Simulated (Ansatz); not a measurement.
Se:

```
CELL_PARAMETERS angstrom
4.36620 0.00000 0.00000
-2.18310 3.78124 0.00000
0.00000 0.00000 4.95360
ATOMIC_POSITIONS crystal
Se 0.77460 0.77460 0.00000
Se 0.00000 0.22540 0.66667
Se 0.22540 0.00000 0.33333
```

Base run:

```yaml
Program: Ansatz 0.2.0
Functional: B3LYP5
Potentials_or_basis: Ansatz PAW
Cutoff: "420 eV (not typed: the program's choice for these potentials)"
k_mesh: 5 × 5 × 4
Occupations: methfessel-paxton, width 0.15 eV
Spin: no spin polarisation
```

Its results: band gap on the k mesh 2.41 eV, indirect (least direct gap 2.48 eV); pressure 4.0 GPa; largest force 0.145 eV/Å.

The run is repeated on the same cell with these changes: functional from B3LYP5 to r2SCAN0; cutoff from 420 eV (not typed: the program's choice for these potentials) to 500 eV (not typed: the program's choice for these potentials); occupations from methfessel-paxton, width 0.15 eV to methfessel-paxton, width 0.1 eV. What comes out?

Band gap on the k mesh 2.82 eV, indirect (least direct gap 2.92 eV); pressure -0.1 GPa; largest force 0.372 eV/Å.

Caveats: odd divisions of the mesh miss points on the zone boundary, where band edges often lie, so the gap on the mesh can be too wide; the PAW data sets come from PBE, with cores solved anew for the run's functional, which leaves a small shift of forces and pressure; the thresholds are loose for stress.

A k mesh can miss the band edges.
